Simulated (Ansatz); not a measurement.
Slab: Zr, a slab with vacuum.

```
Zr
1.0
     3.18905    0.00000    0.00000
    -1.59453    2.76180    0.00000
     0.00000    0.00000   25.41540
Zr
5
Direct
  0.66667 0.33333 0.29510
  0.33333 0.66667 0.39755
  0.00000 0.00000 0.50000
  0.66667 0.33333 0.60245
  0.33333 0.66667 0.70490
```

The cell isn't the ideal one: the (1 1 1) slab of Zr, cut from the database cell, not relaxed.

Below is the output of Ansatz 0.2.0 for this cell. Logs are shortened: lines on timing, memory, paths and dates and some standing lists are left out, and cuts for length are marked.

```text
Warning: RAYON_NUM_THREADS=4 ignored (pool sized by the plan → 4); use --threads N
Engine: ansatz 0.2.0, aarch64-unknown-linux-gnu
Pseudopotentials: kind: paw
Pseudopotential: Zr, paw, valence charge 12, recommended cutoff 420 eV (normal), Zr.paw.azcp
Functional definition: PBE
  parameter kappa = 0.804
  parameter beta = 0.06672455060314922
  exchange = pbe_x(kappa = kappa, mu = beta*pi^2/3)
  correlation = pbe_c(beta = beta)
Crystal: 5 atoms, lattice volume = 223.847 Å³
Basis set: ecut = 420 eV, 4429 PW (Γ), exchange–correlation on 48×48×360 points (8 copies of the dense FFT grid, shifted against one another)
Bands: 36, of which v1, the nominal top of the filled ones, is band 30 counted from 1 (29 counted from 0)
Symmetry: 6 space group operations
k-points: 14 of 100 (time reversal used)
Non-local potential: Zr, projectors of the file, l = 0: 3, l = 1: 2, l = 2: 2, l = 3: 2
PAW form: soft (Blöchl's): semilocal exchange-correlation on the pseudo side does not see the compensation charge
PAW one-centre angular grid: Zr, 590 points (default); XC on 64 Gauss nodes
Initial density: superposition of atomic densities (neutral atoms: chi_scale 0, normalization atom), corrected by the library's trained network
Initial wavefunctions: pseudopotential atomic-orbital guess
Functional: x = pbe(κ = 0.804, μ = 0.2195149727645171), c = pbe(β = 0.06672455060314922)
SCF iter   1: F=—  HF=-20917.326245 eV  |F-HF|=—  |Δ(HF+E_count)|=         —  Δρ=5.69e-3  dr2=2.14e0  ethr=1.77e-3  p=-0.000 e·Å  D=-2.59e-14 V/Å  ΔV_dip=0.00 eV  dr2_dipole=4.16e-7  V_vac-E_F(+/−)=4.21/4.21 eV  ⟨swp⟩=7.8  Hψ=2217  notcnv=0
efield: sawtooth ramp at fractional position 0.9800 (placed from the atoms, in the widest stretch of the axis that holds none; the zero of the levels goes with the place), width 0.0400; the density the first Hamiltonian is built on has a dipole p = -0.000 e·Å; the dipole correction subtracts the counter field D = -2.59e-14 V/Å, which shifts the + side's vacuum level by +0.00 eV against the − side's; the planar-averaged density in the ramp window peaks in size at 6.3e-5 e/Å³
[... 18 lines left out ...]
Fermi energy:    5.317539 eV
Dipole field:    D = 0.000006 V/Å  (p = 0.000007 e·Å, saw-weighted, corrected)
Work function:   Φ+ = 4.2704 eV   Φ− = 4.2706 eV
Levels:          The Fermi level and band energies are counted from a zero that moves with the ramp; work functions are not
--- Per-component energies (eV) ---
  E_band       = -1001.086952
  E_kinetic    = 1660.264667
  E_local      = -41401.301040  (includes V_loc(G=0)·N_el)
  E_nonlocal   = 404.448551
  E_hartree    = 19844.315616
  E_xc         = -804.738908
  E_vxc        = -949.901714  (∫ρ·V_xc dr)
  E_paw        = -14770.951263  (= ΣΔE_a)
  E_vpaw       = -403.208864  (= ΣTr[D̂ρ^β])
  E_aug_tail   = 0.000125  (compensation charges beyond the density's cutoff)
  E_efield     = 0.000000  (sawtooth field / dipole correction)
  E_vefield    = 0.000000  (∫n·V_field dr)
  E_ewald      = 14150.731495
  E_smearing   = -0.068691  (= −TS)
  E_closure    = -0.000000  (closes the sum)
  Σ components = -20917.299447   (vs F -20917.299447, Δ=0.00e0)
--- Forces (eV/Å), atoms counted from 1 ---
  atom   1  Zr     0.00000000     0.00000000     0.37000355
  atom   2  Zr    -0.00000000     0.00000000    -0.42901249
  atom   3  Zr    -0.00000000     0.00000000    -0.00000049
  atom   4  Zr     0.00000000     0.00000000     0.42901386
  atom   5  Zr    -0.00000000    -0.00000000    -0.37000709
  max |Σ_I F_I| component: 2.65e-6 eV/Å
--- Band table (eV; the first three rows and the last of 14) ---
  k-point 0: bands = ["-43.6341", "-43.6340", "-43.3293", "-43.2933", "-43.2163", "-21.9056", "-21.8421", "-21.5633", "-21.2546", "-21.2481", "-21.2481", "-21.2481", "-21.2481", "-20.9616", "-20.9604", "-20.9604", "-20.9282", "-20.9282", "-20.8630", "-20.8630", "-0.0184", "0.5914", "1.3678", "2.0077", "2.2967", "5.1869", "5.2337", "5.6135", "5.7467", "6.0901", "6.1557", "6.1557", "6.2428", "6.2863", "6.2863", "6.3752"]
  k-point 1: bands = ["-43.6245", "-43.6244", "-43.3181", "-43.2842", "-43.2091", "-21.8811", "-21.8261", "-21.5599", "-21.3431", "-21.3228", "-21.2659", "-21.2658", "-21.2441", "-21.0345", "-21.0168", "-20.9815", "-20.9449", "-20.9438", "-20.9293", "-20.8760", "0.2643", "0.8647", "1.6404", "2.2892", "2.5794", "5.0893", "5.1477", "5.4620", "5.5052", "5.5992", "5.9301", "6.1000", "6.1506", "6.2253", "6.4016", "6.4211"]
  k-point 2: bands = ["-43.5992", "-43.5992", "-43.2881", "-43.2604", "-43.1906", "-21.8189", "-21.7871", "-21.5817", "-21.5366", "-21.4912", "-21.3122", "-21.3121", "-21.3100", "-21.2042", "-21.1750", "-21.0675", "-21.0349", "-20.9884", "-20.9637", "-20.9111", "1.0195", "1.5677", "2.2988", "2.9412", "3.2675", "4.4957", "4.7502", "4.9430", "5.0854", "5.1900", "5.4569", "5.6319", "5.8292", "6.1603", "6.4314", "6.7933"]
  k-point 13: bands = ["-43.5214", "-43.5214", "-43.1880", "-43.1870", "-43.1414", "-21.8671", "-21.8661", "-21.7336", "-21.7299", "-21.6955", "-21.6868", "-21.5730", "-21.5479", "-21.4567", "-21.4450", "-21.3302", "-21.3253", "-21.1527", "-21.1443", "-21.0759", "3.6050", "3.6113", "3.7654", "3.9245", "4.1876", "4.1893", "4.2864", "4.5344", "4.6910", "5.0875", "5.3282", "5.3373", "5.4869", "5.5302", "5.7589", "5.7760"]
```

Q: What input gives this log?

A: Single point with PBE, no spin polarisation. The files as run (others can give the same):

input.yaml
```yaml
crystal:
  lattice:
    - [3.1890515832, 0.0, 0.0]
    - [-1.5945257916, 2.761799685, 0.0]
    - [0.0, 0.0, 25.4153988562]
  atoms:
    - { symbol: Zr, position: [0.6666666667, 0.3333333333, 0.295096687] }
    - { symbol: Zr, position: [0.3333333333, 0.6666666667, 0.3975483435] }
    - { symbol: Zr, position: [0.0, 0.0, 0.5] }
    - { symbol: Zr, position: [0.6666666667, 0.3333333333, 0.6024516565] }
    - { symbol: Zr, position: [0.3333333333, 0.6666666667, 0.704903313] }
hamiltonian:
  xc: pbe
  pseudopotentials: { kind: paw }
kpoints:
  mp_grid: { grid: [10, 10, 1] }
scf:
  occupations: { method: fermi_dirac, width: 0.05 }
output:
  forces: true
  eigenvalues: true
  write_density: true
  write_potential: true
  elf: true
  volumetric_format: npy
efield:
  axis: 3
  dipole_correction: true
  ramp_width: 0.04
```

Potentials or basis: Ansatz PAW.
The run is started by
```console
$ ansatz run input.yaml --threads 4 --pin off --max-ram 11264MiB --backend cpu --events-out ev --progress --plain --runs-dir out
```
